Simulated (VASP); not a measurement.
TePb: single point with PBE

Crystal: TePb.

```
CELL_PARAMETERS angstrom
4.00229 0.00000 0.00000
0.00000 4.00229 0.00000
0.00000 0.00000 4.00229
ATOMIC_POSITIONS crystal
Te 0.50000 0.50000 0.50000
Pb 0.00000 0.00000 0.00000
```

Measurements of this composition are mostly on another form, of space group No. 225.

```yaml
Program: VASP 6.6.1
Task: single point
Functional: PBE
Potentials_or_basis: VASP PAW PBE potentials, release 64 (Te, Pb_d)
Cutoff: 520 eV
k_mesh: 8 × 8 × 8
Occupations: gaussian, width 0.05 eV
Spin: no spin polarisation
```

The pressure is 0.0 GPa and the band gap on the k mesh is none (metal or under the smearing width).

Levels at points of the mesh, in eV from the Fermi level:
| k point | band 8 | band 9 | band 10 | band 11 | band 12 | band 13 |
| --- | --- | --- | --- | --- | --- | --- |
| (0.00, 0.00, 0.00) | -1.58 | -1.58 | -1.58 | 3.99 | 3.99 | 5.22 |
| (0.50, 0.00, 0.00) | -0.79 | -0.16 | -0.16 | 0.17 | 2.30 | 2.30 |
| (0.50, 0.50, 0.00) | -4.40 | -4.40 | 0.22 | 3.48 | 3.69 | 3.69 |
| (0.50, 0.50, 0.50) | -2.48 | -2.48 | -2.48 | -1.06 | -1.06 | -1.06 |

Wall time 23 s on 1 thread of Intel(R) Xeon(R) Platinum 8259CL CPU @ 2.50GHz (Skylake/Cascade Lake) (shared host), peak memory 0.19 GiB.

Spin-orbit coupling is left out, which matters for the levels of Pb, Te.
